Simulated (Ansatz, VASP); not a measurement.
# GeSb2Te4 in two plane-wave programs, part 2 of 2

One calculation is typed for both programs; each brings its own data sets. How far apart do they land? The cell is taken from a series of runs on this material, whose earlier steps may have relaxed, scaled, displaced or heated it; both programs get it as it stands.

VASP 6.6.1 and Ansatz 0.2.0.

So far. Step 3 (VASP: single point, PBE, pair 1): The run ends at a pressure of 1.76 GPa, with forces up to 0.029 eV/Å.

## 5. VASP: single point, PBE, pair 2

Level of this step: PBE; plane waves and PAW (Ge_d, Sb, Te) (VASP).

A single point gives forces, pressure and levels at one fixed geometry, so differences don't come from the geometry; what else differs is listed under the comparison. The cell compared in this pair holds 223.51 Å³, against 213.60 Å³ for the pair before.

Contents of INCAR:

```
SYSTEM = GeSb2Te4
PREC = Accurate
ENCUT = 500
EDIFF = 1E-06
NELM = 120
ISMEAR = -1
SIGMA = 0.02
LREAL = .FALSE.
ALGO = Normal
GGA = PE
NBANDS = 31
LORBIT = 11
LWAVE = .FALSE.
LCHARG = .FALSE.
ISIF = 2
LASPH = .TRUE.
GGA_COMPAT = .FALSE.
EFERMI = MIDGAP
KPAR = 2
```

Contents of POSCAR:

```
GeSb2Te4
1.0
    2.1547300807      1.2440339921     13.8970814052
   -2.1547300807      1.2440339921     13.8970814052
    0.0000000000     -2.4880679842     13.8970814052
Ge Sb Te
1 2 4
Direct
    0.5706578119      0.5706578119      0.5706578119
    0.4267295245      0.4267295245      0.4267295245
    0.9974625179      0.9974625179      0.9974625179
    0.8703990203      0.8703990203      0.8703990203
    0.1342473460      0.1342473460      0.1342473460
    0.7112635211      0.7112635211      0.7112635211
    0.2892392584      0.2892392584      0.2892392584
```

Contents of KPOINTS:

```
Automatic mesh
0
Gamma
6 6 6
0 0 0
```

PAW data sets: Ge_d, Sb and Te (PBE family, release 64).

Started as:

```
> mpirun -np 2 vasp_std
```

Numbers of over 12 decimals in the logs are rounded to 6 here.

The log of the run:

```text
[... set-up lines as in an earlier step ...]
 entering main loop
       N       E                     dE             d eps       ncg     rms          rms(c)
DAV:   1     0.351433649524E+03    0.35143E+03   -0.18119E+04  2351   0.172E+03
DAV:   2     0.233056025137E+02   -0.32813E+03   -0.31304E+03  2254   0.411E+02
DAV:   3    -0.238163890481E+02   -0.47122E+02   -0.44712E+02  2466   0.119E+02
DAV:   4    -0.262392092880E+02   -0.24228E+01   -0.23980E+01  2359   0.314E+01
[...]
DAV:  12    -0.261309310088E+02   -0.29933E-04   -0.97555E-05  2568   0.537E-02    0.259E-02
DAV:  13    -0.261309351224E+02   -0.41136E-05   -0.22609E-05  2465   0.238E-02    0.133E-02
DAV:  14    -0.261309358806E+02   -0.75826E-06   -0.44635E-06  2309   0.103E-02
   1 F= -.26130936E+02 E0= -.26130934E+02  d E =-.344941E-05
```

From OUTCAR (step 5):

```text
  Total        0.0015720      0.0015720      0.4488669      0.0000000      0.0000000     -0.0000000
  in kB        0.0112684      0.0112684      3.2175716      0.0000000      0.0000000     -0.0000000
  external PRESSURE =       1.0800361 kB  Pullay stress =       0.0000000 kB

 POSITION                                       TOTAL-FORCE (eV/Angst)
 -----------------------------------------------------------------------------------
      0.00000      0.00000     23.79143         0.000000     -0.000000      0.022125
      0.00000      0.00000     17.79088         0.000000     -0.000000     -0.026126
      0.00000      0.00000     41.58545         0.000000      0.000000      0.014220
      0.00000      0.00000     36.28802         0.000000      0.000000     -0.013064
      0.00000      0.00000      5.59694         0.000000      0.000000      0.018411
      0.00000      0.00000     29.65346         0.000000      0.000000      0.002199
      0.00000      0.00000     12.05874         0.000000      0.000000     -0.017765
 -----------------------------------------------------------------------------------
    total drift:                                0.000000     -0.000000      0.000329

  FREE ENERGIE OF THE ION-ELECTRON SYSTEM (eV)
  ---------------------------------------------------
  free  energy   TOTEN  =       -26.1309358806 eV

  energy  without entropy=      -26.1309324312  energy(sigma->0) =      -26.13093416

[... 1 part as in an earlier step ...]

[... 2 further parts left out ...]
[key lines of the parts left out:]
E-fermi :   6.1005
```

The run ends at a pressure of 0.11 GPa, with forces up to 0.026 eV/Å.

## 6. Ansatz: single point, PBE, pair 2

The same cell, functional, mesh and smearing now go to Ansatz, which takes its cutoff from its data sets.

The cell is taken from a series of runs on this material, whose earlier steps may have relaxed, scaled, displaced or heated it; both programs get it as it stands.

Contents of input.yaml:

```yaml
crystal:
  lattice:
    - [2.1547300807, 1.2440339921, 13.8970814052]
    - [-2.1547300807, 1.2440339921, 13.8970814052]
    - [0.0, -2.4880679842, 13.8970814052]
  atoms:
    - { symbol: Ge, position: [0.5706578119, 0.5706578119, 0.5706578119] }
    - { symbol: Sb, position: [0.4267295245, 0.4267295245, 0.4267295245] }
    - { symbol: Sb, position: [0.9974625179, 0.9974625179, 0.9974625179] }
    - { symbol: Te, position: [0.8703990203, 0.8703990203, 0.8703990203] }
    - { symbol: Te, position: [0.134247346, 0.134247346, 0.134247346] }
    - { symbol: Te, position: [0.7112635211, 0.7112635211, 0.7112635211] }
    - { symbol: Te, position: [0.2892392584, 0.2892392584, 0.2892392584] }
kpoints:
  mp_grid: { grid: [6, 6, 6] }
  band_path:
    path:
      - [0.0, 0.0, 0.0]
      - [0.5, 0.5, 0.5]
      - [0.82799106, 0.17200894, 0.5]
      - [0.5, -0.17200894, 0.17200894]
      - [0.5, 0.0, 0.0]
      - [0.33600447, -0.33600447, 0.0]
      - [0.66399553, 0.0, 0.33600447]
      - [0.5, 0.0, 0.5]
      - [0.1, 0.0, 0.0]
      - [0.532799106, 0.467200894, 0.5]
      - [0.033600447, -0.033600447, 0.0]
    npoints: 1
hamiltonian:
  xc: pbe
  pseudopotentials: { kind: paw, azcp: { folder: soft_1 } }
scf:
  occupations: { method: fermi_dirac, width: 0.02 }
  n_extra_bands: 6
output:
  eigenvalues: true
  forces: true
  stress: true
  write_density: true
  write_potential: true
  elf: true
  volumetric_format: npy
```

Started as:

```
> ansatz run input.yaml --threads 3 --pin off --max-ram 92160MiB --backend cuda --events-out ev --progress --plain --runs-dir out --devices 1 --max-vram 13GiB
```

The log of the run:

```text
[...]
GPUs: using 1 of 1 available (devices: 1).
[...]
GPU FFT provider: cuFFT
GPU libraries: cuBLAS 13.8.2, cuFFT 12.4.0, cuSOLVER 12.3.4
Crystal: 7 atoms, lattice volume = 223.512 Å³
Basis set: ecut = 420 eV, 4337 PW (Γ), FFT grids on a1−a2, a2, −a2+a3, exchange–correlation on 60×192×60 points (8 copies of the dense FFT grid, shifted against one another)
[...]
k-point 0: bands = [... 50 lower, 7.5247, 7.5247, 7.8407, 8.7167, 9.2876, 9.3081, 9.3081, 10.1094, ... 2 higher]
  k-point 1: bands = [... 50 lower, 7.4230, 7.6630, 8.2432, 8.6342, 9.4782, 9.5475, 9.8411, 10.6009, ... 2 higher]
  k-point 2: bands = [... 50 lower, 6.7724, 7.3918, 7.5988, 7.9110, 9.7988, 9.9583, 10.5183, 10.7285, ... 2 higher]
  k-point 31: bands = [... 50 lower, 7.6216, 7.6216, 7.6473, 8.7715, 9.2023, 9.2023, 9.2510, 10.2423, ... 2 higher]
[key lines of the parts left out:]
SCF converged after 10 iterations
Free energy (F): -45185.116344 eV
Fermi energy:    8.989964 eV
P = ⅓ Tr σ = 0.1358 GPa (1.358 kbar)
```

## 7. Differences

What differs besides the data sets and the points named for the pairs above, as far as they apply: the data sets hold 108 valence electrons in Ansatz (on its PAW soft_1 files) and 48 in VASP. Total energies have different zeros and are not compared.

Compared:

```csv
quantity,Ansatz,VASP,difference
pressure (GPa),0.14,0.11,+0.03
gap on the k mesh (eV),0.353,0.343,+0.010
```

At this near-relaxed geometry the largest component of a force difference is 26 meV/Å. A gap on the mesh is an upper bound, since the band edges may lie between its points.

## 8. VASP: single point, PBE, pair 3

With cell and atoms fixed, the geometry can't cause a difference; cores, projectors, grids and the points listed under the comparison can. The cell compared in this pair holds 232.45 Å³, against 223.51 Å³ for the pair before.

INCAR is that of step 5.

Contents of POSCAR:

```
GeSb2Te4
1.0
    2.1547300807      1.2440339921     14.4529646614
   -2.1547300807      1.2440339921     14.4529646614
    0.0000000000     -2.4880679842     14.4529646614
Ge Sb Te
1 2 4
Direct
    0.5728522111      0.5728522111      0.5728522111
    0.4239922552      0.4239922552      0.4239922552
    0.9977630096      0.9977630096      0.9977630096
    0.8739014353      0.8739014353      0.8739014353
    0.1300712016      0.1300712016      0.1300712016
    0.7103508074      0.7103508074      0.7103508074
    0.2910680799      0.2910680799      0.2910680799
```

KPOINTS is that of step 5.

Started as:

```
> mpirun -np 2 vasp_std
```

The log of the run:

```text
[... set-up lines as in an earlier step ...]
 entering main loop
       N       E                     dE             d eps       ncg     rms          rms(c)
DAV:   1     0.348282969527E+03    0.34828E+03   -0.17936E+04  2282   0.168E+03
DAV:   2     0.206028760926E+02   -0.32768E+03   -0.31334E+03  2280   0.394E+02
DAV:   3    -0.240107055884E+02   -0.44614E+02   -0.42605E+02  2491   0.117E+02
DAV:   4    -0.262686988070E+02   -0.22580E+01   -0.22333E+01  2410   0.306E+01
[...]
DAV:  13    -0.261259653109E+02   -0.57656E-05   -0.31956E-05  2393   0.305E-02    0.105E-02
DAV:  14    -0.261259665224E+02   -0.12116E-05   -0.71423E-06  2281   0.122E-02    0.974E-03
DAV:  15    -0.261259670252E+02   -0.50278E-06   -0.14275E-06  1437   0.598E-03
   1 F= -.26125967E+02 E0= -.26125963E+02  d E =-.725932E-05
```

Parts of OUTCAR (step 8):

```text
  Total       -0.7469545     -0.7469545     -0.4535960      0.0000000      0.0000000      0.0000000
  in kB       -5.1483900     -5.1483900     -3.1264142      0.0000000      0.0000000      0.0000000
  external PRESSURE =      -4.4743981 kB  Pullay stress =       0.0000000 kB

 POSITION                                       TOTAL-FORCE (eV/Angst)
 -----------------------------------------------------------------------------------
      0.00000      0.00000     24.83824         0.000000      0.000000      0.014833
      0.00000      0.00000     18.38384         0.000000     -0.000000     -0.025959
      0.00000      0.00000     43.26190         0.000000      0.000000      0.018407
      0.00000      0.00000     37.89140         0.000000     -0.000000     -0.010511
      0.00000      0.00000      5.63974         0.000000      0.000000      0.018056
      0.00000      0.00000     30.80003         0.000000     -0.000000     -0.003679
      0.00000      0.00000     12.62039         0.000000     -0.000000     -0.011147
 -----------------------------------------------------------------------------------
    total drift:                               -0.000000     -0.000000      0.001090

  FREE ENERGIE OF THE ION-ELECTRON SYSTEM (eV)
  ---------------------------------------------------
  free  energy   TOTEN  =       -26.1259670252 eV

  energy  without entropy=      -26.1259597659  energy(sigma->0) =      -26.12596340

[... 1 part as in an earlier step ...]

[... 2 further parts left out ...]
[key lines of the parts left out:]
E-fermi :   5.6064
```

The run ends at a pressure of -0.45 GPa, with forces up to 0.026 eV/Å.

## 9. Ansatz: single point, PBE, pair 3

The same cell, functional, mesh and smearing now go to Ansatz, which takes its cutoff from its data sets.

The cell is taken from a series of runs on this material, whose earlier steps may have relaxed, scaled, displaced or heated it; both programs get it as it stands.

input.yaml, the sections that differ from step 6:

```yaml
crystal:
  lattice:
    - [2.1547300807, 1.2440339921, 14.4529646614]
    - [-2.1547300807, 1.2440339921, 14.4529646614]
    - [0.0, -2.4880679842, 14.4529646614]
  atoms:
    - { symbol: Ge, position: [0.5728522111, 0.5728522111, 0.5728522111] }
    - { symbol: Sb, position: [0.4239922552, 0.4239922552, 0.4239922552] }
    - { symbol: Sb, position: [0.9977630096, 0.9977630096, 0.9977630096] }
    - { symbol: Te, position: [0.8739014353, 0.8739014353, 0.8739014353] }
    - { symbol: Te, position: [0.1300712016, 0.1300712016, 0.1300712016] }
    - { symbol: Te, position: [0.7103508074, 0.7103508074, 0.7103508074] }
    - { symbol: Te, position: [0.2910680799, 0.2910680799, 0.2910680799] }
output:
  eigenvalues: true
  forces: true
  stress: true
# kpoints, hamiltonian, scf: as in step 6
```

Started as:

```
> ansatz run input.yaml --threads 3 --pin off --max-ram 92160MiB --backend cuda --events-out ev --progress --plain --runs-dir out --devices 1 --max-vram 13GiB
```

The log of the run:

```text
[...]
GPUs: using 1 of 1 available (devices: 1).
[...]
GPU FFT provider: cuFFT
GPU libraries: cuBLAS 13.8.2, cuFFT 12.4.0, cuSOLVER 12.3.4
Crystal: 7 atoms, lattice volume = 232.452 Å³
Basis set: ecut = 420 eV, 4543 PW (Γ), FFT grids on a1−a3, a2−a3, a3, exchange–correlation on 60×60×200 points (8 copies of the dense FFT grid, shifted against one another)
[...]
k-point 0: bands = [... 50 lower, 7.0541, 7.0541, 7.3339, 8.1051, 8.5662, 8.7857, 8.7857, 9.6745, ... 2 higher]
  k-point 1: bands = [... 50 lower, 6.9924, 7.1596, 7.6384, 8.1179, 8.8975, 9.0791, 9.3464, 10.0364, ... 2 higher]
  k-point 2: bands = [... 50 lower, 6.3274, 6.9300, 7.0241, 7.4810, 9.1121, 9.4088, 9.8473, 10.1510, ... 2 higher]
  k-point 31: bands = [... 50 lower, 7.0970, 7.1124, 7.1124, 8.1719, 8.5429, 8.7391, 8.7391, 9.7125, ... 2 higher]
[key lines of the parts left out:]
SCF converged after 11 iterations
Free energy (F): -45185.113307 eV
Fermi energy:    8.387349 eV
P = ⅓ Tr σ = -0.4222 GPa (-4.222 kbar)
```

## 10. Comparison

What differs besides the data sets and the points named for the pairs above, as far as they apply: the data sets hold 108 valence electrons in Ansatz (on its PAW soft_1 files) and 48 in VASP. Total energies have different zeros and are not compared.

The two programs side by side:

```csv
quantity,Ansatz,VASP,difference
pressure (GPa),-0.42,-0.45,+0.03
gap on the k mesh (eV),0.323,0.310,+0.012
```

At this near-relaxed geometry the largest component of a force difference is 27 meV/Å. A gap on the mesh is an upper bound, since the band edges may lie between its points.

## 11. Summary of results

| Quantity | Value |
| --- | --- |
| difference in gap on the k mesh (single point, PBE, pair 1) | 0.0037 eV |
| r.m.s. force difference (single point, PBE, pair 1) | 9.9 meV/Å |
| difference in gap on the k mesh (single point, PBE, pair 2) | 0.010 eV |
| r.m.s. force difference (single point, PBE, pair 2) | 8.9 meV/Å |
| difference in gap on the k mesh (single point, PBE, pair 3) | 0.012 eV |
| r.m.s. force difference (single point, PBE, pair 3) | 8.9 meV/Å |

**Reading.** The r.m.s. force difference is 9.9 meV/Å (single point, PBE, pair 1), within the 12 meV/Å picked in this series as the mark of a large difference. The data sets hold unlike numbers of valence electrons (108 in Ansatz and 48 in VASP), so part of the differences comes from the potentials. 2 further runs of this series are not shown here. Such differences can come from data sets, numerical settings and the points named under the comparisons, not from the functional's error against experiment.

[Lines on the potential files, build, host, timing and source positions are cut from VASP's logs without a mark.]

[Logs are printed without paths, hosts, clocks, repeated set-up lines and the standing remarks that a program may print on its own settings, such as how far it seeks lower states.]

[Hosts, paths, dates, database ids (printed as entryN), source tags and the programs' standing remarks are cut or masked in the printed files.]
